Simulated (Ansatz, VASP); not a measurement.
Pt in VASP and in Ansatz

```
CELL_PARAMETERS angstrom
2.65060 -1.75184 0.00000
2.65060 1.75184 0.00000
0.00000 0.00000 7.14620
ATOMIC_POSITIONS crystal
Pt 0.85000 0.15000 0.11700
Pt 0.65000 0.35000 0.61700
Pt 0.15000 0.85000 0.88300
Pt 0.35000 0.65000 0.38300
```

Alike in both runs: task relaxation of cell and atoms; functional PBE; k mesh 6 × 6 × 4; occupations gaussian, width 0.1 eV; no spin polarisation.

```csv
,VASP,Ansatz
version,VASP 6.6.1,Ansatz 0.2.0
potentials or method,"VASP PAW PBE potentials, release 64 (Pt)","scalar-relativistic, plane waves, PAW"
plane-wave cutoff (eV),600,420
valence electrons in the cell,40,72
```

|  | VASP | Ansatz | Ansatz less VASP |
| --- | --- | --- | --- |
| gap on the k mesh at the Fermi level, each at its own relaxed structure (eV) | none | none | - |
| relaxed volume (Å³/atom) | 15.78 | 15.61 | -0.163 |
| relaxed cell length with the largest relative difference (Å) | 5.478 | 8.014 | +2.5359 |
| energy change over the relaxation (meV/atom) | -2453 | -2630 | -176.8 |

A gap of «none» marks a metal or a gap that the smearing closes. One of these differences is far larger than is usual between the two programs; its cause wasn't traced. The two sets of potentials don't hold the same shells in valence.

Spin-orbit coupling is left out, which matters for the levels of Pt.
